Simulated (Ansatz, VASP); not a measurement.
# AlP in VASP and in Ansatz

```
Al P
1.0
     0.00000    2.71746    2.71746
     2.71746    0.00000    2.71746
     2.71746    2.71746    0.00000
Al P
1 1
Direct
  0.00000 0.00000 0.00000
  0.25000 0.25000 0.25000
```

The cell was built by a generator and isn't the measured one.

Alike in both runs: task single point; functional LDA; k mesh 6 × 6 × 6; occupations gaussian, width 0.05 eV; no spin polarisation.

|  | VASP | Ansatz |
| --- | --- | --- |
| version | VASP 6.6.1 | Ansatz 0.2.0 |
| potentials or method | VASP PAW LDA potentials, release 64 (Al, P) | scalar-relativistic, plane waves, PAW |
| plane-wave cutoff (eV) | 520 | 420 |
| valence electrons in the cell | 8 | 8 |

Ansatz gave:

* gap on the k mesh at the Fermi level (eV): 1.42
* least direct gap on the mesh (eV): 3.22
* pressure (GPa): 0.0

**Question.** What did VASP give for the same quantities?

**Answer.** gap on the k mesh at the Fermi level (eV): 1.41; least direct gap on the mesh (eV): 3.23; pressure (GPa): 0.0.

A k mesh can miss the band edges. Expect the measured gap to be larger: semilocal functionals such as LDA lack the derivative discontinuity.
